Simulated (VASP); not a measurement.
# Sn (I4_1/amd) in VASP: single point with LDA

Aim: the single point of Sn with LDA.

All numbers are computed with VASP 6.6.1; they aren't measurements. Logs are shortened: lines on timing, memory, paths and dates and some standing lists are left out, and cuts for length are marked.

### 1 Starting point

The structure is tetragonal, space group I4_1/amd (No. 141). Conventional cell: a = 5.800 Å, b = 5.800 Å, c = 3.164 Å, α = 90.00°, β = 90.00°, γ = 90.00°. Around Sn (site symmetry -4m2) lie 6 Sn at 3.01 to 3.16 Å.

### 2 Single point, LDA

Input file INCAR:

```
SYSTEM = Sn
ALGO     = Normal         ! electronic algorithm
EDIFF    = 1E-6           ! SCF threshold, eV
ENCUT    = 520            ! plane-wave cutoff, eV
GGA      = CA             ! functional
ISIF     = 2              ! what is computed and relaxed
ISMEAR   = 1              ! smearing method
LASPH    = .True.         ! aspherical terms in the spheres
LCHARG   = .False.        ! write CHGCAR
LREAL    = .False.        ! projectors in reciprocal space
LWAVE    = .False.        ! write WAVECAR
NBANDS   = 21             ! bands
NELM     = 100            ! most SCF steps
PREC     = Accurate       ! precision mode
SIGMA    = 0.0397         ! smearing width, eV
```

Input file KPOINTS:

```
k-points
0
Gamma
  9 9 9
  0 0 0
```

Input file POSCAR:

```
Sn
1.0
   -2.8998172800      2.8998172800      1.5822383100
    2.8998172800     -2.8998172800      1.5822383100
    2.8998172800      2.8998172800     -1.5822383100
Sn
2
Direct
    0.1250000000      0.8750000000      0.2500000000
    0.8750000000      0.1250000000      0.7500000000
```

Potentials or basis: VASP PAW LDA potentials, release 64 (Sn_d).

Started as:

```console
$ cat potpaw_LDA.64/Sn_d/POTCAR > POTCAR
$ mpirun -np 1 vasp_std > vasp.out
```

OUTCAR:

```text
SYSTEM = Sn
   EDIFF = 1E-6
   ENCUT = 520
   GGA = CA
   ISIF = 2
   ISMEAR = 1
   LASPH = .True.
   LREAL = .False.
   NELM = 100
   PREC = Accurate

 ion  position               nearest neighbor table
   1  0.125  0.875  0.250-   2 3.01   2 3.01   2 3.01   2 3.01   2 3.75   2 3.75   2 3.75   2 3.75

   2  0.875  0.125  0.750-   1 3.01   1 3.01   1 3.01   1 3.01   1 3.75   1 3.75   1 3.75   1 3.75

  LATTYP: Found a body centered tetragonal cell.
 ALAT       =     5.7996345600
 C/A-ratio  =     0.5456337959

  Lattice vectors:

 A1 = (  -2.8998172800,   2.8998172800,   1.5822383100)
 A2 = (   2.8998172800,  -2.8998172800,   1.5822383100)
 A3 = (   2.8998172800,   2.8998172800,  -1.5822383100)

Analysis of symmetry for initial positions (statically):
=====================================================================
 Subroutine PRICEL returns:
 Original cell was already a primitive cell.

 Routine SETGRP: Setting up the symmetry group for a
 body centered tetragonal supercell.

 Subroutine GETGRP returns: Found 16 space group operations
 (whereof  4 operations were pure point group operations)
 out of a pool of 16 trial point group operations.

The static configuration has the point symmetry C_2h.
 The point group associated with its full space group is D_4h.

Analysis of symmetry for dynamics (positions and initial velocities):
=====================================================================
 Subroutine PRICEL returns:
 Original cell was already a primitive cell.

 Routine SETGRP: Setting up the symmetry group for a
 body centered tetragonal supercell.

 Subroutine GETGRP returns: Found 16 space group operations
 (whereof  4 operations were pure point group operations)
 out of a pool of 16 trial point group operations.

The dynamic configuration has the point symmetry C_2h.
 The point group associated with its full space group is D_4h.

 Subroutine INISYM returns: Found 16 space group operations
 (whereof  4 operations are pure point group operations),
 and found     1 'primitive' translations

----------------------------------------------------------------------------------------

                                     Primitive cell

  volume of cell :      53.2198

  direct lattice vectors                    reciprocal lattice vectors
    -2.899817280  2.899817280  1.582238310     0.000000000  0.172424657  0.316008023
     2.899817280 -2.899817280  1.582238310     0.172424657  0.000000000  0.316008023
     2.899817280  2.899817280 -1.582238310     0.172424657  0.172424657  0.000000000

  length of vectors
     4.395606737  4.395606737  4.395606737     0.359987962  0.359987962  0.243845288

  position of ions in fractional coordinates (direct lattice)
     0.125000000  0.875000000  0.250000000
     0.875000000  0.125000000  0.750000000

  ion indices of the primitive-cell ions
   primitive index   ion index
                 1           1
                 2           2

----------------------------------------------------------------------------------------

 KPOINTS: k-points

Automatic generation of k-mesh.
 Grid dimensions read from file:
 generate k-points for:    9    9    9

 Generating k-lattice:

  Cartesian coordinates                     Fractional coordinates (reciprocal lattice)
     0.000000000  0.019158295  0.035112003     0.111111111  0.000000000  0.000000000
     0.019158295  0.000000000  0.035112003     0.000000000  0.111111111  0.000000000
     0.019158295  0.019158295  0.000000000     0.000000000  0.000000000  0.111111111

  Length of vectors
     0.039998662  0.039998662  0.027093921

  Shift w.r.t. Gamma in fractional coordinates (k-lattice)
     0.000000000  0.000000000  0.000000000

 Subroutine IBZKPT returns following result:
 ===========================================

 Found     75 irreducible k-points:

 Following reciprocal coordinates:
            Coordinates               Weight
  0.000000  0.000000  0.000000      1.000000
  0.111111  0.000000  0.000000      8.000000
  0.222222  0.000000  0.000000      8.000000
  0.333333  0.000000 -0.000000      8.000000
  0.444444  0.000000  0.000000      8.000000
  0.111111  0.111111  0.000000      8.000000
[... 16 lines left out ...]
 -0.333333  0.333333  0.000000      4.000000
  0.444444  0.444444  0.000000      8.000000
 [... further k-points ...]
   k-points           NKPTS =     75   k-points in BZ     NKDIM =     75   number of bands    NBANDS=     21
   number of dos      NEDOS =    301   number of ions     NIONS =      2
   total plane-waves  NPLWV =  46656
   dimension x,y,z NGX =    36 NGY =   36 NGZ =   36
   dimension x,y,z NGXF=    72 NGYF=   72 NGZF=   72
   ions per type =               2
   NGX,Y,Z   is equivalent  to a cutoff of  13.62, 13.62, 13.62 a.u.
   NGXF,Y,Z  is equivalent  to a cutoff of  27.23, 27.23, 27.23 a.u.
 SYSTEM =  Sn
   PREC   = accura    normal or accurate (medium, high low for compatibility)
   ISTART =      0    job   : 0-new  1-cont  2-samecut
   ICHARG =      2    charge: 1-file 2-atom 10-const
   ISPIN  =      1    spin polarized calculation?
   LNONCOLLINEAR =      F non collinear calculations
   LSORBIT =      F    spin-orbit coupling
   LASPH  =      T    aspherical Exc in radial PAW
   ENCUT  =  520.0 eV  38.22 Ry    6.18 a.u.   8.17  8.17  8.17*2*pi/ulx,y,z
   NELM   =    100;   NELMIN=  2; NELMDL= -5     # of ELM steps
   EDIFF  = 0.1E-05   stopping-criterion for ELM
   LREAL  =      F    real-space projection
   EDIFFG = 0.1E-04   stopping-criterion for IOM
   NSW    =      0    number of steps for IOM
   IBRION =     -1    ionic relax: 0-MD 1-quasi-New 2-CG
   NFREE  =      0    steps in history (QN), initial steepest desc. (CG)
   ISIF   =      2    stress and relaxation
   ISYM   =      2    0-nonsym 1-usesym 2-fastsym
   POTIM  = 0.5000    time-step for ionic-motion
   TEBEG  =    0.0;   TEEND  =   0.0 temperature during run
   PSTRESS=    0.0 pullay stress
   NELECT =      28.0000    total number of electrons
   NUPDOWN=      -1.0000    fix difference up-down
   EMIN   =  10.00;   EMAX   =-10.00  energy-range for DOS
   EFERMI =   0.00;   METHOD = LEGACY
   ISMEAR =     1;   SIGMA  =   0.04  broadening in eV -4-tet -1-fermi 0-gaus
   EFERMI_NEDOS =   21; number of points for ismear=-14 and -15
   IALGO  =     38    algorithm
   IMIX   =      4    mixing-type and parameters
     AMIX     =   0.40;   BMIX     =  1.00
     AMIX_MAG =   1.60;   BMIX_MAG =  1.00
  volume/ion in A,a.u.               =      26.61       179.57
  Fermi-wavevector in a.u.,A,eV,Ry     =   1.321609  2.497480 23.764636  1.746651
  Thomas-Fermi vector in A             =   2.451351
   LORBIT       =      0    0 simple, 1 ext, 2 COOP (PROOUT), +10 PAW based schemes
   GGA     = CA    functional components
   LHFCALC =     F    Hartree Fock is set to
   AEXX    =    0.0000 exact exchange contribution
   IVDW    =     0    specifies the selected vdW correction
   LEPSILON=     F    determine dielectric tensor
   LRPA    =     F    only Hartree local field effects (RPA)
 non-spin polarized calculation
 Methfessel and Paxton  Order N= 1 SIGMA  =   0.04
  energy-cutoff  :      520.00
  volume of cell :       53.22
 maximum number of plane-waves:      1448
 NGX is ok and might be reduce to    36
   NGX = 17   NGY = 17   NGZ = 17

 number of electron      28.0000011 magnetization

 Free energy of the ion-electron system (eV)
  ---------------------------------------------------
  ext. energy  EPLUGINS =         0.00000000
  ---------------------------------------------------
  free energy    TOTEN  =        -8.96858450 eV

  energy without entropy =       -8.96851781  energy(sigma->0) =       -8.96856227

 E-fermi :   7.9325     XC(G=0): -10.6395

 val. band max:        7.9233182389   @ k =   0.4444   0.3333  -0.0000
 cond. band min:       7.9737057983   @ k =  -0.2222  -0.2222   0.1111
 fundamental gap:      0.0503875593
 Fermi energy:         7.9324962717

 k-point     1 :       0.0000    0.0000    0.0000
  band No.  band energies     occupation
      1     -13.6408      2.00000
      2     -13.5436      2.00000
      3     -13.5051      2.00000
      4     -13.4859      2.00000
      5     -13.3264      2.00000
      6     -13.3264      2.00000
[... 13 lines left out ...]
     20      18.0040      0.00000
     21      18.6645      0.00000

 k-point     2 :       0.1111    0.0000    0.0000
  band No.  band energies     occupation
      1     -13.6324      2.00000
      2     -13.5182      2.00000
      3     -13.4955      2.00000
      4     -13.4565      2.00000
      5     -13.3442      2.00000
      6     -13.3398      2.00000
[... 13 lines left out ...]
     20      16.9845      0.00000
     21      17.0608      0.00000

 k-point     3 :       0.2222    0.0000    0.0000
  band No.  band energies     occupation
      1     -13.6090      2.00000
      2     -13.4713      2.00000
      3     -13.4642      2.00000
      4     -13.4113      2.00000
      5     -13.3785      2.00000
      6     -13.3377      2.00000
[... 13 lines left out ...]
     20      15.5196      0.00000
     21      16.5465      0.00000

 k-point     4 :       0.3333    0.0000   -0.0000
  band No.  band energies     occupation
      1     -13.5819      2.00000
      2     -13.4524      2.00000
      3     -13.4401      2.00000
      4     -13.4274      2.00000
      5     -13.4010      2.00000
      6     -13.3599      2.00000
[... 13 lines left out ...]
     20      14.7196      0.00000
     21      17.5405      0.00000

 k-point     5 :       0.4444    0.0000    0.0000
  band No.  band energies     occupation
      1     -13.5623      2.00000
      2     -13.4729      2.00000
      3     -13.4604      2.00000
      4     -13.4221      2.00000
      5     -13.3896      2.00000
      6     -13.3764      2.00000
[... 13 lines left out ...]
     20      16.8602      0.00000
     21      18.3978      0.00000

 k-point     6 :       0.1111    0.1111    0.0000
  band No.  band energies     occupation
      1     -13.6173      2.00000
      2     -13.4781      2.00000
      3     -13.4597      2.00000
      4     -13.3968      2.00000
      5     -13.3723      2.00000
      6     -13.3601      2.00000
[... 13 lines left out ...]
     20      15.6431      0.00000
     21      15.8793      0.00000

 k-point     7 :       0.2222    0.1111    0.0000
  band No.  band energies     occupation
      1     -13.5940      2.00000
      2     -13.4551      2.00000
      3     -13.4441      2.00000
      4     -13.4004      2.00000
      5     -13.3950      2.00000
      6     -13.3681      2.00000
[... 13 lines left out ...]
     20      14.9946      0.00000
     21      16.4063      0.00000
[... 291 lines left out ...]
      1     -13.5402      2.00000
      2     -13.4836      2.00000
      3     -13.4426      2.00000
      4     -13.4220      2.00000
      5     -13.3797      2.00000
      6     -13.3177      2.00000
[... 13 lines left out ...]
     20      16.2935      0.00000
     21      18.2421      0.00000

 k-point    21 :       0.4444    0.3333   -0.0000
  band No.  band energies     occupation
      1     -13.5200      2.00000
      2     -13.4834      2.00000
      3     -13.4715      2.00000
      4     -13.4349      2.00000
      5     -13.3778      2.00000
      6     -13.3285      2.00000
[... 13 lines left out ...]
     20      18.3147      0.00000
     21      19.0036      0.00000

 k-point    22 :      -0.4444    0.3333    0.0000
  band No.  band energies     occupation
      1     -13.5346      2.00000
      2     -13.5180      2.00000
      3     -13.5129      2.00000
      4     -13.4120      2.00000
      5     -13.4030      2.00000
      6     -13.3211      2.00000
[... 13 lines left out ...]
     20      19.0122      0.00000
     21      19.9458      0.00000

 k-point    23 :      -0.3333    0.3333    0.0000
  band No.  band energies     occupation
      1     -13.5529      2.00000
      2     -13.5494      2.00000
      3     -13.5278      2.00000
      4     -13.4296      2.00000
      5     -13.3823      2.00000
      6     -13.3085      2.00000
[... 13 lines left out ...]
     20      17.8281      0.00000
     21      17.9178      0.00000

 k-point    24 :       0.4444    0.4444    0.0000
  band No.  band energies     occupation
      1     -13.5261      2.00000
      2     -13.5259      2.00000
      3     -13.4653      2.00000
      4     -13.4636      2.00000
      5     -13.3615      2.00000
      6     -13.3539      2.00000
[... 13 lines left out ...]
     20      18.9002      0.00000
     21      19.3409      0.00000

 [... further k-points ...]

------------------------ aborting loop because EDIFF is reached ----------------------------------------

  FORCE on cell =-STRESS in cart. coord.  units (eV):
  Direction    XX          YY          ZZ          XY          YZ          ZX
  --------------------------------------------------------------------------------------
  -------------------------------------------------------------------------------------
  Total       -0.2541603     -0.2541603     -0.3979400     -0.0000000      0.0000000      0.0000000
  in kB       -7.6514744     -7.6514744    -11.9799503     -0.0000000      0.0000000      0.0000000
  external PRESSURE =      -9.0942997 kB  Pullay stress =       0.0000000 kB

 VOLUME and BASIS-vectors are now :
 -----------------------------------------------------------------------------
  energy-cutoff  :      520.00
  volume of cell :       53.22
      direct lattice vectors                 reciprocal lattice vectors
    -2.899817280  2.899817280  1.582238310     0.000000000  0.172424657  0.316008023
     2.899817280 -2.899817280  1.582238310     0.172424657  0.000000000  0.316008023
     2.899817280  2.899817280 -1.582238310     0.172424657  0.172424657  0.000000000

 POSITION                                       TOTAL-FORCE (eV/Angst)
 -----------------------------------------------------------------------------------
      2.89982     -1.44991      1.18668        -0.000000     -0.000000     -0.000000
      0.00000      4.34973      0.39556         0.000000      0.000000      0.000000
 -----------------------------------------------------------------------------------
    total drift:                               -0.000000     -0.000000      0.000000

  FREE ENERGIE OF THE ION-ELECTRON SYSTEM (eV)
  ---------------------------------------------------
  free  energy   TOTEN  =        -8.9685844971 eV

  energy  without entropy=       -8.9685178060  energy(sigma->0) =       -8.96856227
```

It took 51 s on 1 thread of Intel Xeon Platinum 8488C (Sapphire Rapids), shared host; peak memory 0.21 GiB.

Results:

| Item | Value |
| --- | --- |
| Free energy | -8.9686 eV |
| Pressure | -0.9 GPa |
| Band gap on the k mesh | none (metal or under the smearing width) |

Levels at points of the mesh, in eV from the Fermi level:
```tsv
k point	band 12	band 13	band 14	band 15	band 16	band 17
(0.00, 0.00, 0.00)	-3.64	-2.01	-2.01	3.06	6.28	6.28
```
